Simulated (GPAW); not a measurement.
# FeO (Wuestite) (Fm-3m) in GPAW: notebook, part 2 of 3

GPAW 26.7.0.

### Step 4. Equation of state, PBEsol+D4, collinear spin, ferromagnetic start

run.py reads:

```python
from ase import Atoms
from ase.calculators.mixing import SumCalculator
from ase.eos import EquationOfState
from ase.io import Trajectory
from ase.units import GPa
from dftd4.ase import DFTD4
from gpaw import GPAW, PW, setup_paths

setup_paths.insert(0, '.')

atoms = Atoms(['Fe', 'O'],
              cell=[[0.0, 2.1554, 2.1554],
                    [2.1554, 0.0, 2.1554],
                    [2.1554, 2.1554, 0.0]],
              scaled_positions=[[0.0, 0.0, 0.0],
                                [0.5, 0.5, 0.5]],
              pbc=True)
atoms.set_initial_magnetic_moments([3.0, 0.0])

traj = Trajectory('eos.traj', 'w')
volumes, energies = [], []
for x in [0.94, 0.96, 0.98, 1.0, 1.02, 1.04, 1.06]:
    a = atoms.copy()
    a.set_cell(atoms.cell * x**(1 / 3), scale_atoms=True)
    calc = GPAW(mode=PW(800),
                xc='PBEsol',
                kpts={'size': (9, 9, 9), 'gamma': True},
                occupations={'name': 'fermi-dirac', 'width': 0.05},
                nbands=17,
                convergence={'density': 1e-05, 'energy': 1e-05},
                maxiter=150,
                txt=f'eos-{x:.2f}.txt')
    a.calc = SumCalculator([calc, DFTD4(method='pbesol')])
    energies.append(a.get_potential_energy())
    volumes.append(a.get_volume())
    p = -a.get_stress()[:3].mean() / GPa
    calc.write(f'eos-{x:.2f}.gpw')
    traj.write(a)
    print(f'{x:.2f} {volumes[-1]:10.4f} A^3 {energies[-1]:14.6f} eV {p:9.3f} GPa', flush=True)

v0, e0, B = EquationOfState(volumes, energies, eos='birchmurnaghan').fit()
print(f'V0 = {v0:.4f} A^3, E0 = {e0:.6f} eV, B0 = {B / GPa:.2f} GPa')
```

Potentials or basis: PAW data sets generated in the run's folder for this functional, pw.

Launch:

```sh
$ gpaw-setup -f PBEsol Fe O
$ OMP_NUM_THREADS=1 python run.py
```

Log:

```text
__  _  _
 | _ |_)|_||  |
 |__||  | ||/\| - 26.7.0

Input parameters:
  mode=PW(ecut=800.0),
  convergence={'density': 1e-05, 'energy': 1e-05},
  kpts=MonkhorstPack(size=(9, 9, 9), gamma=True),
  maxiter=150,
  nbands=17,
  occupations=Occupations(name='fermi-dirac', width=0.05),
  xc=XC(name='PBEsol')

Diagonalizing LCAO Hamiltonian
Converting LCAO to pw mode

              O

       Fe

Atoms  # Å, Bohr magnetons
|   | symbol |        x |        y |        z |    initial magnetic moments |
|---|--------|----------|----------|----------|-----------------------------|
| 0 |     Fe | 0.000000 | 0.000000 | 0.000000 | ( 0.0000,  0.0000,  3.0000) |
| 1 |      O | 2.111400 | 2.111400 | 2.111400 | ( 0.0000,  0.0000,  0.0000) |

Unit cell  # Å
| periodic |        x |        y |        z |  lengths |    angles |
|----------|----------|----------|----------|----------|-----------|
|      yes | 0.000000 | 2.111400 | 2.111400 | 2.985970 | 60.000000 |
|      yes | 2.111400 | 0.000000 | 2.111400 | 2.985970 | 60.000000 |
|      yes | 2.111400 | 2.111400 | 0.000000 | 2.985970 | 60.000000 |

Number of symmetries: 48
Symmetry operations  # r_c * U_cc + t_c -> r_c
|    | kind |            matrix            |
|----|------|------------------------------|
|  0 |  σ   |  1, 0, 0,  1, 0,-1,  1,-1, 0 |
|  1 |  C2  |  1, 0, 0,  1,-1, 0,  1, 0,-1 |
|  2 |  E   |  1, 0, 0,  0, 1, 0,  0, 0, 1 |
|  3 |  σ   |  1, 0, 0,  0, 0, 1,  0, 1, 0 |
|  4 |  C4  |  1, 0,-1,  1, 0, 0,  1,-1, 0 |
|  5 |  S6  |  1, 0,-1,  1,-1, 0,  1, 0, 0 |
|  6 |  σ   |  1, 0,-1,  0, 1,-1,  0, 0,-1 |
|  7 |  C3  |  1, 0,-1,  0, 0,-1,  0, 1,-1 |
|  8 |  S6  |  1,-1, 0,  1, 0, 0,  1, 0,-1 |
|  9 |  C4  |  1,-1, 0,  1, 0,-1,  1, 0, 0 |
| 10 |  C3  |  1,-1, 0,  0,-1, 1,  0,-1, 0 |
| 11 |  σ   |  1,-1, 0,  0,-1, 0,  0,-1, 1 |
| 12 |  σ   |  0, 1, 0,  1, 0, 0,  0, 0, 1 |
| 13 |  C4  |  0, 1, 0,  0, 1,-1, -1, 1, 0 |
| 14 |  C3  |  0, 1, 0,  0, 0, 1,  1, 0, 0 |
| 15 |  S6  |  0, 1, 0, -1, 1, 0,  0, 1,-1 |
| 16 |  C2  |  0, 1,-1,  1, 0,-1,  0, 0,-1 |
| 17 |  σ   |  0, 1,-1,  0, 1, 0, -1, 1, 0 |
| 18 |  S4  |  0, 1,-1,  0, 0,-1,  1, 0,-1 |
| 19 |  C4  |  0, 1,-1, -1, 1, 0,  0, 1, 0 |
| 20 |  C3  |  0, 0, 1,  1, 0, 0,  0, 1, 0 |
| 21 |  σ   |  0, 0, 1,  0, 1, 0,  1, 0, 0 |
| 22 |  S6  |  0, 0, 1,  0,-1, 1, -1, 0, 1 |
| 23 |  C4  |  0, 0, 1, -1, 0, 1,  0,-1, 1 |
| 24 |  S4  |  0, 0,-1,  1, 0,-1,  0, 1,-1 |
| 25 |  C3  |  0, 0,-1,  0, 1,-1,  1, 0,-1 |
| 26 |  C2  |  0, 0,-1,  0,-1, 0, -1, 0, 0 |
| 27 |  S6  |  0, 0,-1, -1, 0, 0,  0,-1, 0 |
[... 118 lines left out ...]

eigensolver:
  PPCG
  Converge bands: occupied
  niter=2

density mixing:
  MSR1-Mixer
  Pratt-step length: 0.05
  Maximum mixing coefficient: 0.75
  Old densities: 10
  SVD Regularization: 0.005
  Good broyden scale: 1.0
  Trust region scale: 1.0
  Backstep threshold: 4.0
  History deletion threshold: 6.0
  Fourier metric: weight=20.0, sigma=0.015

occupation numbers:
  Fermi-Dirac:
    width: 0.0500  # eV

poisson solver:
  ecut: 6400.0  # eV

xc functional:
  name: PBEsol with 2 nearest neighbor stencil

convergence criteria:
- Maximum integral of absolute [dens]ity change: 1e-05 electrons / valence electron
- Maximum [total energy] change in last 3 cyles: 1e-05 eV / valence electron
- Maximum integral of absolute [eigenst]ate change: 4e-08 eV^2 / valence electron
maximum number of iterations: 150

SCF iterations
|iter     | |      energy | eigst |  dens |  magmom |
|---------|-|-------------|-------|-------|---------|
|iter:   1| |  -17.215013 | -0.01 |       |  +3.0023|
|iter:   2| |  -17.034103 | -2.04 | -0.76 |  +3.0487|
|iter:   3| |  -16.742872 | -1.84 | -0.81 |  +3.4131|
|iter:   4| |  -16.793866 | -3.13 | -1.25 |  +3.6345|
|iter:   5| |  -16.818435 | -2.60 | -1.47 |  +3.9093|
|iter:   6| |  -16.819106 | -3.89 | -2.02 |  +4.0007|
|iter:   7| |  -16.818971 | -4.82 | -2.40 |  +3.9765|
|iter:   8| |  -16.819122 | -5.14 | -2.72 |  +3.9986|
|iter:   9| |  -16.819114 | -6.48 | -3.30 |  +3.9931|
|iter:  10| |  -16.819119c| -6.86 | -3.84 |  +3.9937|
|iter:  11| |  -16.819118c| -7.68c| -4.34 |  +3.9933|
|iter:  12| |  -16.819118c| -8.67c| -5.16c|  +3.9933|

Converged in 12 steps
Energy contributions relative to reference atoms: (reference = -36621.116537)

Energy contributions:
  Kinetic:          30.434069
  Coulomb:         -26.450895
  Zero:              0.262329
  External:          0.000000
  Xc:              -21.059705
  Entropy:          -0.009833
  Spinorbit:         0.000000
  ----------------------------
  Free energy:     -16.824035
  Extrapolated:    -16.819118

dipole moment: (-10.166665, -10.166665, -10.166665)  # |e|*Ang

Total magnetic moment: (0.000000, 0.000000, 3.993345)

Local magnetic moments
|        x |        y |        z |
|----------|----------|----------|
| 0.000000 | 0.000000 | 3.526978 |  # Fe   0
| 0.000000 | 0.000000 | 0.248394 |  # O    1

Fermi level: 9.973
Eigenvalues  # (at kpt = [0.000, 0.000, 0.000])
| band index |      eig [eV] | occ [0-1] |      eig [eV] | occ [0-1] |
|------------|---------------|-----------|---------------|-----------|
|          0 |       -11.308 |     1.000 |       -10.737 |     1.000 |
|          1 |         5.836 |     1.000 |         6.445 |     1.000 |
|          2 |         5.836 |     1.000 |         6.445 |     1.000 |
|          3 |         5.836 |     1.000 |         6.445 |     1.000 |
|          4 |         6.057 |     1.000 |         9.167 |     1.000 |
|          5 |         6.057 |     1.000 |         9.167 |     1.000 |
[... 9 lines left out ...]
|         15 |        31.382 |     0.000 |        33.103 |     0.000 |
|         16 |        31.382 |     0.000 |        33.103 |     0.000 |

No gap
No difference between direct/indirect transitions

Stress tensor  # eV/Ang^3
|         x |         y |         z |
|-----------|-----------|-----------|
| -0.036220 | -0.000000 |  0.000000 |
| -0.000000 | -0.036220 |  0.000000 |
|  0.000000 |  0.000000 | -0.036220 |

# Writing to eos-0.94.gpw (mode='')
```

Wall time 3.8 min (1 thread of Arm Neoverse V1, shared host); peak memory 0.25 GiB.

Results:

* Equilibrium volume: 10.01 Å³/atom (rough: see the caveat)
* Bulk modulus: 459 GPa (rough)

Energy against volume, from the lowest point:
```tsv
volume (Å³/atom)	energy (meV/atom)
9.413	55.01
9.613	52.29
9.813	0.00
10.013	7.21
10.214	20.49
10.414	37.82
10.614	58.53
```

Caveat: the energies scatter about the fit; the fit is doubtful: noisy points or a state that changes with volume; the points scatter about the fit.

### Step 5. Band structure, revTPSS, collinear spin, ferromagnetic start

run.py reads:

```python
from ase.dft.bandgap import bandgap
from ase.io import read, write
from ase.units import GPa
from gpaw import GPAW, PW

atoms = read('FeO.xyz')
atoms.set_initial_magnetic_moments([3.0, 0.0])

calc = GPAW(mode=PW(800),
            xc='MGGA_X_REVTPSS+MGGA_C_REVTPSS',
            kpts={'size': (9, 9, 9), 'gamma': True},
            occupations={'name': 'fermi-dirac', 'width': 0.05},
            nbands=17,
            convergence={'density': 1e-05, 'energy': 1e-05},
            eigensolver='davidson',
            maxiter=150,
            txt='gpaw.txt')
atoms.calc = calc
energy = atoms.get_potential_energy()
forces = atoms.get_forces()
stress = atoms.get_stress()
calc.write('gs.gpw')
write('result.traj', atoms)
print(f'Energy: {energy:.6f} eV')
print('Forces (eV/A):')
print(forces.round(4))
print('Stress (GPa):', (stress / GPa).round(3))
print('Moments:', calc.get_magnetic_moments().round(3))
print('Fermi level:', round(calc.get_fermi_level(), 4), 'eV')
print(f'Gap: {bandgap(calc)[0]:.4f} eV, direct: {bandgap(calc, direct=True)[0]:.4f} eV')

path = atoms.cell.bandpath('GXWKGLUWLK,UX', npoints=80, eps=1e-4)
bs_calc = calc.fixed_density(kpts=path, symmetry='off', nbands=26,
                             convergence={'bands': 'CBM+6.0', 'eigenstates': 1e-6}, txt='bands.txt')
bs = bs_calc.band_structure()
bs.write('bs.json')
print(f'Gap on the path: {bandgap(bs_calc)[0]:.4f} eV')
```

FeO.xyz reads:

```xyz
2
Lattice="0.0000000000 2.1554000000 2.1554000000 2.1554000000 0.0000000000 2.1554000000 2.1554000000 2.1554000000 0.0000000000" Properties=species:S:1:pos:R:3 pbc="T T T"
Fe     0.0000000000      0.0000000000      0.0000000000
O      2.1554000000      2.1554000000      2.1554000000
```

Potentials or basis: GPAW PAW data sets (gpaw-data 1.2.1), pw.

Launch:

```sh
$ OMP_NUM_THREADS=1 python run.py
```

Wall time 3.3 min (1 thread of Arm Neoverse V1, shared host); peak memory 0.36 GiB.

The run converged. Its results:

```yaml
Free_energy: -14.6050 eV
Pressure: -4.3 GPa
Band_gap_along_the_path: none (metal or under the smearing width)
Net_moment: 4.00 μB per cell
Site_moments: Fe +3.57; O +0.22 μB
```

Levels at the corners of the path, in eV from the Fermi level:
Spin up:
| point | band 7 | band 8 | band 9 | band 10 |
| --- | --- | --- | --- | --- |
| Γ | -4.07 | -3.87 | -3.87 | -0.41 |
| X | -3.01 | -2.97 | -2.97 | 5.12 |
| W | -3.12 | -2.97 | -1.91 | 7.37 |
| K | -2.82 | -2.68 | -1.89 | 6.63 |
| Γ | -4.07 | -3.87 | -3.87 | -0.41 |
| L | -2.67 | -0.50 | -0.50 | 3.52 |
| U | -2.82 | -2.68 | -1.89 | 6.63 |
| W | -3.12 | -2.97 | -1.91 | 7.37 |
| L | -2.67 | -0.50 | -0.50 | 3.52 |
| K | -2.82 | -2.68 | -1.89 | 6.63 |
| U | -2.82 | -2.68 | -1.89 | 6.63 |
| X | -3.01 | -2.97 | -2.97 | 5.12 |
Spin down:
```csv
point,band 3,band 4,band 5,band 6,band 7,band 8
Γ,-3.52,-3.52,-0.73,-0.73,-0.73,0.49
X,-4.73,-4.73,-2.22,0.83,0.83,1.07
W,-6.45,-5.77,-0.04,-0.04,0.83,1.37
K,-6.42,-5.09,-0.84,0.63,0.73,1.61
Γ,-3.52,-3.52,-0.73,-0.73,-0.73,0.49
L,-5.33,-5.33,0.47,0.47,0.64,3.08
U,-6.42,-5.09,-0.84,0.63,0.73,1.61
W,-6.45,-5.77,-0.04,-0.04,0.83,1.37
L,-5.33,-5.33,0.47,0.47,0.64,3.08
K,-6.42,-5.09,-0.84,0.63,0.73,1.61
U,-6.42,-5.09,-0.84,0.63,0.73,1.61
X,-4.73,-4.73,-2.22,0.83,0.83,1.07
```

Caveat: the PAW data sets were made with another functional, which shifts forces and pressure a little; a cell with one magnetic atom can't hold antiferromagnetic order, which such compounds often take; semilocal functionals often make such compounds metallic where correlation or magnetic order opens a gap, which also shifts bond lengths.

(Continued in part 3 of 3.)
